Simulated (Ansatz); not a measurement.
Crystal: Cu.

```
Cu
1.0
    -1.44279    1.44279    1.37608
     1.44279   -1.44279    1.37608
     1.44279    1.44279   -1.37608
Cu
1
Direct
  0.00000 0.00000 0.00000
```

This isn't the form of Cu at room conditions, which is fcc.

| Quantity | Value |
| --- | --- |
| Program | Ansatz 0.2.0 |
| Task | relaxation of cell and atoms |
| Functional | HSE03 |
| Potentials or basis | Ansatz PAW |
| Cutoff | 420 eV (not typed: the program's choice for these potentials) |
| k mesh | 7 × 7 × 7 |
| Occupations | fermi-dirac, width 0.05 eV |
| Spin | no spin polarisation |

At the start: volume 11.46 Å³/atom.

**Question.** Where does the relaxation end?

**Answer.** It ends after 10 steps and the volume is 12.07 Å³/atom (+5.4 %); space group I4/mmm (No. 139, to 0.05 Å).

The path:
| step | energy change (eV) | largest force (eV/Å) | volume (Å³) |
| --- | --- | --- | --- |
| 1 | 0.0000 | 0.0000 | 11.46 |
| 2 | -0.0146 | 0.0000 | 11.73 |
| 3 | -0.0282 | 0.0000 | 12.32 |
| 4 | -0.0314 | 0.0000 | 12.14 |
| 5 | -0.0315 | 0.0000 | 12.12 |
| 6 | -0.0317 | 0.0000 | 12.09 |
| 7 | -0.0317 | 0.0000 | 12.09 |
| 8 | -0.0326 | 0.0000 | 12.09 |
| 9 | -0.0326 | 0.0000 | 12.07 |
| 10 | -0.0326 | 0.0000 | 12.07 |

Final structure:
```yaml
crystal:
  lattice:
    - [-1.51310, 1.51310, 1.31820]
    - [1.51310, -1.51310, 1.31820]
    - [1.51310, 1.51310, -1.31820]
  atoms:
    - { symbol: Cu, position: [0.00000, 0.00000, 0.00000] }
```

Caveat: the k mesh is coarse (spacing up to 0.45 Å⁻¹), so the values aren't converged, least of all with exact exchange; the plane-wave basis is chosen anew once the cell has moved, so the energies of steps on either side of that aren't comparable; the pressure holds a Pulay correction of +0.4 GPa for the finite cutoff; the PAW data sets come from PBE, with cores solved anew for the run's functional, which leaves a small shift of forces and pressure.
